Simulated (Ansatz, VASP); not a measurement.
This is a calculation of Ge (Germanium) for VASP 6.6.1. 

Contents of INCAR:

```
PREC     = Accurate       # precision mode
ENCUT    = 600            # plane-wave cutoff, eV
EDIFF    = 1E-6           # SCF threshold, eV
ISMEAR   = -1             # smearing method
SIGMA    = 0.05           # smearing width, eV
LREAL    = F              # projectors in reciprocal space
LASPH    = T              # aspherical terms in the spheres
NELM     = 60             # most SCF steps
ALGO     = Fast           # electronic algorithm
ISIF     = 3              # what is computed and relaxed
LWAVE    = F              # write WAVECAR
LCHARG   = F              # write CHGCAR
GGA      = PS             # functional
IVDW     = 12             # dispersion correction
IBRION   = 2              # ionic algorithm
NSW      = 40             # ionic steps
EDIFFG   = -0.01          # ionic threshold
```

The input KPOINTS:

```
Automatic mesh
0
Gamma
  8 8 8
```

POSCAR

```
Ge
1.0
    0.0000000000      2.8289100000      2.8289100000
    2.8289100000      0.0000000000      2.8289100000
    2.8289100000      2.8289100000      0.0000000000
Ge
2
Direct
    0.7500000000      0.7500000000      0.7500000000
    0.5000000000      0.5000000000      0.5000000000
```

Potentials or basis: VASP PAW PBE potentials, release 64 (Ge_d).

The run is started by

```sh
$ cat potpaw_PBE.64/Ge_d/POTCAR > POTCAR
$ mpirun -np 1 vasp_std > vasp.out
```

**Question.** Translate it to Ansatz 0.2.0. Potentials or basis there: all-electron LAPW, scalar-relativistic.

**Answer.** As run (cutoffs and basis follow the program's own potentials, and thresholds, step limits or extra output files can differ):

Contents of input.yaml:

```yaml
crystal:
  lattice:
    - [0.0, 2.82891, 2.82891]
    - [2.82891, 0.0, 2.82891]
    - [2.82891, 2.82891, 0.0]
  atoms:
    - { symbol: Ge, position: [0.75, 0.75, 0.75] }
    - { symbol: Ge, position: [0.5, 0.5, 0.5] }
kpoints:
  mp_grid: { grid: [8, 8, 8] }
scf:
  occupations: { method: fermi_dirac, width: 0.05 }
hamiltonian:
  xc: pbesol
  dispersion: d3bj
  pseudopotentials: { kind: all_electron, lapw: { basis_error: 0.001 } }
output:
  forces: true
  stress: true
relax:
  f_tol: 0.01
  max_steps: 60
  cell: {}
```

Potentials or basis: all-electron LAPW, scalar-relativistic.

Command:

```bash
$ ansatz run input.yaml --threads 1 --pin off --max-ram 3072MiB --backend cpu --events-out ev --progress --plain --runs-dir out
```

Both were run:

|  | VASP | Ansatz |
| --- | --- | --- |
| Relaxed volume | 22.22 Å³/atom | 22.23 Å³/atom |
| Relaxed cell | a = 3.976 Å, b = 3.976 Å, c = 3.976 Å, α = 60.00°, β = 60.00°, γ = 60.00° | a = 3.976 Å, b = 3.976 Å, c = 3.976 Å, α = 60.00°, β = 60.00°, γ = 60.00° |
| Space group after relaxing | Fd-3m (No. 227) | Fd-3m (No. 227) |
| Pressure after relaxing | 0.0 GPa | 0.0 GPa |

VASP's potentials were made for PBE.

Where Ansatz's input types no cutoff or centring, it takes its own default and a Γ-centred mesh.

Pressure is positive in compression.
